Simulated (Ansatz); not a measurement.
Consider BaSnO₃ in the cubic perovskite structure (space group Pm-3m, No. 221).

```yaml
crystal:
  lattice:
    - [4.12186, 0.00000, 0.00000]
    - [0.00000, 4.12186, 0.00000]
    - [0.00000, 0.00000, 4.12186]
  atoms:
    - { symbol: Ba, position: [0.00000, 0.00000, 0.00000] }
    - { symbol: Sn, position: [0.50000, 0.50000, 0.50000] }
    - { symbol: O, position: [0.00000, 0.50000, 0.50000] }
    - { symbol: O, position: [0.50000, 0.50000, 0.00000] }
    - { symbol: O, position: [0.50000, 0.00000, 0.50000] }
```

Cartesian axes are those of the cell as printed.

Levels (all Ansatz, a first-principles code, PAW): PBEsol (420 eV, no SOC); HSE06 (420 eV, no spin-orbit coupling).

Its gap is 0.86 eV with PBEsol and 2.60 eV with HSE06.

It is then changed as follows: biaxial strain +2.45 %, plane normal [001], relaxed out of plane (Cartesian); in-plane vectors clamped, the third vector and the atoms free.

With PBEsol the gap becomes 0.43 eV.

Problem. If the HSE06 correction stayed the same, what would the HSE06 gap be, and what does the HSE06 run give?

Solution. A rigid correction of +1.74 eV gives 2.17 eV. The HSE06 run gives 2.13 eV, so the correction itself changes by -0.04 eV.

Single points use the geometry relaxed with PBEsol. HSE06 gaps are upper bounds (no full band path). No phonon test of stability was made.
